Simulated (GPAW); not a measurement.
# AlN (P6_3mc) in GPAW: settings compared, part 2 of 2

GPAW 26.7.0.

**3. Band structure, PBEsol**

The input, run.py:

```python
from ase.dft.bandgap import bandgap
from ase.io import write
from ase.spacegroup import crystal
from ase.units import GPa
from gpaw import GPAW, PW, setup_paths

setup_paths.insert(0, '.')

# Al 2b
# N 2b
atoms = crystal(['Al', 'N'],
                basis=[[0.6666666667, 0.3333333333, 0.5],
                       [0.6666666667, 0.3333333333, 0.88]],
                spacegroup=186, setting=1,  # P6_3mc
                cellpar=[3.113, 3.113, 4.981, 90.0, 90.0, 120.0],
                primitive_cell=True)

calc = GPAW(mode=PW(800),
            xc='PBEsol',
            kpts={'size': (7, 7, 4), 'gamma': True},
            occupations={'name': 'fermi-dirac', 'width': 0.05},
            nbands=18,
            convergence={'density': 1e-05, 'energy': 1e-05},
            maxiter=150,
            txt='gpaw.txt')
atoms.calc = calc
energy = atoms.get_potential_energy()
forces = atoms.get_forces()
stress = atoms.get_stress()
calc.write('gs.gpw')
write('result.traj', atoms)
print(f'Energy: {energy:.6f} eV')
print('Forces (eV/A):')
print(forces.round(4))
print('Stress (GPa):', (stress / GPa).round(3))
print('Fermi level:', round(calc.get_fermi_level(), 4), 'eV')
print(f'Gap: {bandgap(calc)[0]:.4f} eV, direct: {bandgap(calc, direct=True)[0]:.4f} eV')

path = atoms.cell.bandpath('GMKGALHA,LM,KH', npoints=100, eps=1e-4)
bs_calc = calc.fixed_density(kpts=path, symmetry='off', nbands=29,
                             convergence={'bands': 'CBM+6.0', 'eigenstates': 1e-6}, txt='bands.txt')
bs = bs_calc.band_structure()
bs.write('bs.json')
print(f'Gap on the path: {bandgap(bs_calc)[0]:.4f} eV')
```

Potentials or basis: PAW data sets generated in the run's folder for this functional, pw.

Command:

```sh
$ gpaw-setup -f PBEsol Al N
$ OMP_NUM_THREADS=1 python run.py
```

gpaw.txt:

```text
__  _  _
 | _ |_)|_||  |
 |__||  | ||/\| - 26.7.0

Input parameters:
  mode=PW(ecut=800.0),
  convergence={'density': 1e-05, 'energy': 1e-05},
  kpts=MonkhorstPack(size=(7, 7, 4), gamma=True),
  maxiter=150,
  nbands=18,
  occupations=Occupations(name='fermi-dirac', width=0.05),
  xc=XC(name='PBEsol')

Diagonalizing LCAO Hamiltonian
Converting LCAO to pw mode

           N

           Al
        N

        Al

Atoms  # Å, Bohr magnetons
|   | symbol |         x |        y |        z |    initial magnetic moments |
|---|--------|-----------|----------|----------|-----------------------------|
| 0 |     Al |  1.556500 | 0.898646 | 2.490500 | ( 0.0000,  0.0000,  0.0000) |
| 1 |     Al | -0.000000 | 1.797291 | 0.000000 | ( 0.0000,  0.0000,  0.0000) |
| 2 |      N |  1.556500 | 0.898646 | 4.383280 | ( 0.0000,  0.0000,  0.0000) |
| 3 |      N | -0.000000 | 1.797291 | 1.892780 | ( 0.0000,  0.0000,  0.0000) |

Unit cell  # Å
| periodic |         x |        y |        z |  lengths |     angles |
|----------|-----------|----------|----------|----------|------------|
|      yes |  3.113000 | 0.000000 | 0.000000 | 3.113000 |  90.000000 |
|      yes | -1.556500 | 2.695937 | 0.000000 | 3.113000 |  90.000000 |
|      yes |  0.000000 | 0.000000 | 4.981000 | 4.981000 | 120.000000 |

Number of symmetries: 6
Symmetry operations  # r_c * U_cc + t_c -> r_c
|   | kind |            matrix            |
|---|------|------------------------------|
| 0 |  σ   |  1, 1, 0,  0,-1, 0,  0, 0, 1 |
| 1 |  E   |  1, 0, 0,  0, 1, 0,  0, 0, 1 |
| 2 |  C3  |  0, 1, 0, -1,-1, 0,  0, 0, 1 |
| 3 |  σ   |  0,-1, 0, -1, 0, 0,  0, 0, 1 |
| 4 |  σ   | -1, 0, 0,  1, 1, 0,  0, 0, 1 |
| 5 |  C3  | -1,-1, 0,  1, 0, 0,  0, 0, 1 |

BZ-sampling:
  Number of BZ points: 196
  Number of IBZ points: 28

  Monkhorst-Pack size: [7, 7, 4]
  Monkhorst-Pack shift: [0.0, 0.0, 0.125]

K-points  # in reciprocal-cell coordinates
|     |                                coordinates |     weight |
|-----|--------------------------------------------|------------|
|   0 | (  0.00000000,   0.00000000,   0.00000000) | 0.00510204 |
|   1 | (  0.00000000,   0.00000000,   0.25000000) | 0.01020408 |
|   2 | (  0.00000000,   0.00000000,   0.50000000) | 0.00510204 |
|   3 | (  0.14285714,   0.00000000,  -0.25000000) | 0.03061224 |
|   4 | (  0.14285714,   0.00000000,   0.00000000) | 0.03061224 |
|   5 | (  0.14285714,   0.00000000,   0.25000000) | 0.03061224 |
|   6 | (  0.14285714,   0.00000000,   0.50000000) | 0.03061224 |
|   7 | (  0.28571429,  -0.14285714,   0.00000000) | 0.03061224 |
|   8 | (  0.28571429,  -0.14285714,   0.25000000) | 0.06122449 |
|   9 | (  0.28571429,  -0.14285714,   0.50000000) | 0.03061224 |
| ... |                                            |            |
|  27 | (  0.42857143,   0.42857143,   0.50000000) | 0.03061224 |

Plane wave coefficients: 2177
Cutoff: 800.0 eV

Spin-components: 1 (collinear spins)
Bands:           18
Projectors:      20
Spin-degeneracy: 2
Datatype:        complex128

Parallelization:
  kpt:    1
  domain: 1
  band:   1

Density:
  Valence electrons: 16.0
  Components: 1
  Grid points: [21 21 35]
  Charge: 0.0  # |e|

Potential:
  Grid points: [21 21 35]

species:
  Al:
    name:    Aluminium
    Z:       13.0
    valence: 3
    core:    10
    charge:  0.0  # [|e|]
    compensation charges:
      type: gauss
      rc: 0.34  # [Å]
      lmax: 2
    cutoffs:
      filter: 1.91  # [Å]
      core: 2.36  # [Å]
    projectors
    | kind |    occ | energy [eV] | rcut [Å] |
    |------|--------|-------------|----------|
    |   3s |  2.000 |      -7.715 |    1.085 |
    |   3p |  1.000 |      -2.689 |    1.085 |
    |    s |        |      19.497 |    1.085 |
    |    p |        |      24.522 |    1.085 |
    |    d |        |       0.000 |    1.085 |

    Using partial waves for Al as LCAO basis

  N:
    name:    Nitrogen
    Z:       7.0
    valence: 5
    core:    2
    charge:  0.0  # [|e|]
    compensation charges:
      type: gauss
      rc: 0.18  # [Å]
      lmax: 2
    cutoffs:
      filter: 1.11  # [Å]
      core: 0.96  # [Å]
    projectors
    | kind |    occ | energy [eV] | rcut [Å] |
    |------|--------|-------------|----------|
    |   2s |  2.000 |     -18.455 |    0.603 |
    |   2p |  3.000 |      -7.035 |    0.529 |
    |    s |        |       8.756 |    0.603 |
    |    p |        |      20.177 |    0.529 |
    |    d |        |       0.000 |    0.577 |

    Using partial waves for N as LCAO basis

Reference energy: -16132.195633  # eV

eigensolver:
  PPCG
  Converge bands: occupied
  niter=2

density mixing:
  MSR1-Mixer
  Pratt-step length: 0.05
  Maximum mixing coefficient: 0.75
  Old densities: 10
  SVD Regularization: 0.005
  Good broyden scale: 1.0
  Trust region scale: 1.0
  Backstep threshold: 4.0
  History deletion threshold: 6.0
  Fourier metric: weight=20.0, sigma=0.015

occupation numbers:
  Fermi-Dirac:
    width: 0.0500  # eV

poisson solver:
  ecut: 6400.0  # eV

xc functional:
  name: PBEsol with 2 nearest neighbor stencil

convergence criteria:
- Maximum integral of absolute [dens]ity change: 1e-05 electrons / valence electron
- Maximum [total energy] change in last 3 cyles: 1e-05 eV / valence electron
- Maximum integral of absolute [eigenst]ate change: 4e-08 eV^2 / valence electron
maximum number of iterations: 150

SCF iterations
|iter     | |      energy | eigst |  dens |
|---------|-|-------------|-------|-------|
|iter:   1| |  -35.179692 | -0.24 |       |
|iter:   2| |  -34.174875 | -2.06 | -0.56 |
|iter:   3| |  -31.240013 | -0.79 | -0.61 |
|iter:   4| |  -31.243951 | -2.90 | -1.25 |
|iter:   5| |  -31.248808 | -3.49 | -1.56 |
|iter:   6| |  -31.248876 | -5.67 | -2.80 |
|iter:   7| |  -31.248889c| -6.45 | -3.20 |
|iter:   8| |  -31.248889c| -8.00c| -4.36 |
|iter:   9| |  -31.248889c| -7.70c| -4.68 |
|iter:  10| |  -31.248889c| -8.57c| -5.08c|

Converged in 10 steps
Energy contributions relative to reference atoms: (reference = -16132.195633)

Energy contributions:
  Kinetic:          35.381195
  Coulomb:         -30.922205
  Zero:              0.158670
  External:          0.000000
  Xc:              -35.866549
  Entropy:          -0.000000
  Spinorbit:         0.000000
  ----------------------------
  Free energy:     -31.248889
  Extrapolated:    -31.248889

dipole moment: (-0.000000, -0.000001, -6.833333)  # |e|*Ang

Fermi level: 6.967
Eigenvalues  # (at kpt = [0.000, 0.000, 0.000])
| band index |      eig [eV] | occ [0-2] |
|------------|---------------|-----------|
|          0 |        -9.106 |     2.000 |
|          1 |        -6.916 |     2.000 |
|          2 |        -0.011 |     2.000 |
|          3 |         5.196 |     2.000 |
|          4 |         5.196 |     2.000 |
|          5 |         5.856 |     2.000 |
[... 8 lines left out ...]
|         14 |        19.100 |     0.000 |
|         15 |        19.100 |     0.000 |
|        ... |               |           |
|         17 |        20.693 |     0.000 |

Gap: 4.157 eV
Transition (v -> c):
  (s=0, k=0, n=7, [0.00, 0.00, 0.00]) -> (s=0, k=0, n=8, [0.00, 0.00, 0.00])
No difference between direct/indirect transitions

Forces  # eV/Ang
|        x |       y |        z |
|----------|---------|----------|
|  0.00000 | 0.00000 | -0.13382 |  # Al   0
| -0.00000 | 0.00000 | -0.13382 |  # Al   1
| -0.00000 | 0.00000 |  0.13412 |  # N    2
|  0.00000 | 0.00000 |  0.13385 |  # N    3

Stress tensor  # eV/Ang^3
|         x |         y |         z |
|-----------|-----------|-----------|
| -0.003801 |  0.000000 | -0.000000 |
|  0.000000 | -0.003801 |  0.000000 |
| -0.000000 |  0.000000 | -0.013020 |

# Writing to gs.gpw (mode='')
```

stdout:

```text
Energy: -31.248889 eV
Forces (eV/A):
[[ 0.      0.     -0.1338]
 [-0.      0.     -0.1338]
 [-0.      0.      0.1341]
 [ 0.      0.      0.1338]]
Stress (GPa): [-0.609 -0.609 -2.086  0.    -0.     0.   ]
Fermi level: 6.9674 eV
Gap: 4.1570 eV, direct: 4.1570 eV
Gap on the path: 4.1570 eV
```

Wall time 42 s (1 thread of AMD EPYC 9R14 (Zen 4), shared host); peak memory 0.35 GiB.

Results:

- Free energy: -31.2489 eV
- Pressure: 1.1 GPa
- Largest force: 0.134 eV/Å
- Band gap on the k mesh: 4.16 eV, direct
- Band gap along the path: 4.16 eV, direct

Forces on the atoms (eV/Å):
```
Al   0.000  0.000 -0.134
Al   0.000  0.000 -0.134
N    0.000  0.000  0.134
N    0.000  0.000  0.134
```

Levels at the corners of the path, in eV from the valence-band top:
```csv
point,band 6,band 7,band 8,band 9,band 10,band 11
Γ,-0.18,-0.18,0.00,4.16,6.57,10.51
M,-2.08,-1.80,-0.66,5.68,5.69,8.12
K,-2.45,-2.40,-2.40,4.89,8.25,9.60
Γ,-0.18,-0.18,0.00,4.16,6.57,10.51
A,-0.52,-0.52,-0.52,6.40,6.40,10.24
L,-1.45,-1.37,-1.37,5.19,5.19,9.17
H,-3.89,-0.79,-0.79,7.30,7.30,7.75
A,-0.52,-0.52,-0.52,6.40,6.40,10.24
L,-1.45,-1.37,-1.37,5.19,5.19,9.17
M,-2.08,-1.80,-0.66,5.68,5.69,8.12
K,-2.45,-2.40,-2.40,4.89,8.25,9.60
H,-3.89,-0.79,-0.79,7.30,7.30,7.75
```

**4. Against experiment**

Step 2. Measured gap of AlN: 6.0343 eV (an exciton energy, a little under the gap; 0 K; quoted in “Structural and optical properties of self-assembled AlN nanowires grown on SiO2/Si substrates by molecular beam epitaxy”, 2024, arxiv:2402.00216). This calculation gives 4.16 eV (-1.88 eV). 2 values of this kind are on record (6.034 to 6.0343 eV); this one was drawn at random. The value is that of SOGGA, without temperature or zero-point motion.

Step 3. Measured gap of AlN: 6.034 eV (an exciton energy, a little under the gap; 10 K; quoted in “Self-assembly of well-separated AlN nanowires directly on sputtered metallic TiN films”, 2019, arxiv:1910.07391). This calculation gives 4.16 eV (-1.88 eV). 2 values of this kind are on record (6.034 to 6.0343 eV); this one was drawn at random. The value is that of PBEsol, without temperature or zero-point motion. Semilocal functionals fall short of measured gaps as a rule.
